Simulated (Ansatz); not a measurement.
AlFe3:

```
Fe Al
1.0
     0.00000    2.88714    2.88714
     2.88714    0.00000    2.88714
     2.88714    2.88714    0.00000
Fe Al
3 1
Direct
  0.75000 0.75000 0.75000
  0.25000 0.25000 0.25000
  0.50000 0.50000 0.50000
  0.00000 0.00000 0.00000
```

The cell comes from a database or a generator and needn't be the stable form of this composition.

Base run:

```yaml
Program: Ansatz 0.2.0
Functional: PBEsol
Potentials_or_basis: all-electron LAPW, scalar-relativistic
Cutoff: 280 eV
Density_cutoff: 1119 eV
Basis_error_allowed: 0.002 eV/atom
k_mesh: 8 × 8 × 8
Occupations: fermi-dirac, width 0.05 eV
Spin: collinear spin, ferromagnetic start
Starting_moments: "[3.0, 3.0, 3.0, 0.0] μB"
```

Its results: pressure -9.9 GPa; net moment 6.04 μB per cell; site moments Fe +1.95, +2.43; Al -0.11 μB.

Q: The run is repeated on the same cell with these changes: functional from PBEsol to LDA. What comes out?

A: Pressure -16.7 GPa; net moment 5.90 μB per cell; site moments Fe +1.86, +2.40; Al -0.09 μB.

LDA binds more tightly than PBEsol, so the same cell stands under less pressure.

Not every run made on this cell is shown here.
